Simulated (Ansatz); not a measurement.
Runs of Ansatz 0.2.0 on Bi2Te2Se. It takes space group R-3m (No. 166, trigonal). The conventional cell has a = 4.322 Å, b = 4.322 Å, c = 31.757 Å, α = 90.00°, β = 90.00°, γ = 120.00°. Bi (site symmetry 3m) has 3 Te at 3.05 Å and 3 Se at 3.11 Å as nearest neighbours. Te (site symmetry 3m) is surrounded by 3 Bi at 3.05 Å. Around Se (site symmetry -3m) lie 6 Bi at 3.11 Å. The cell is a database's computed one.

| level | gap on the mesh (eV) | pressure (GPa) | relaxed volume (Å³/atom) |
| --- | --- | --- | --- |
| PBEsol+D4 | (a) | 0.0 | 30.59 |
| PBEsol+D3(BJ) | 0.09 | 0.0 | 29.99 |
| PBEsol | (b) | 0.0 | 31.67 |
| PBEsol+D3(BJ)-ATM | (c) | 0.0 | 30.15 |

Alike in all rows: task relaxation of cell and atoms; potentials or basis Ansatz PAW; no spin polarisation; cell relaxed; k mesh 7 × 7 × 7; cutoff (eV) 420; smearing fermi-dirac 0.05 eV.

Task: Estimate the missing entries.

Result: (a) 0.06; (b) 0.02; (c) 0.08.

Caveats: odd divisions of the mesh miss points on the zone boundary, where band edges often lie, so the gap on the mesh can be too wide; the plane-wave basis is chosen anew once the cell has moved, so the energies of steps on either side of that aren't comparable; spin-orbit coupling is left out, which as a rule narrows the gap of such compounds by several tenths of an eV; the PAW data sets come from PBE, with cores solved anew for the run's functional, which leaves a small shift of forces and pressure.

A k mesh can miss the band edges, and the runs leave out spin-orbit coupling on Bi, Se, Te.
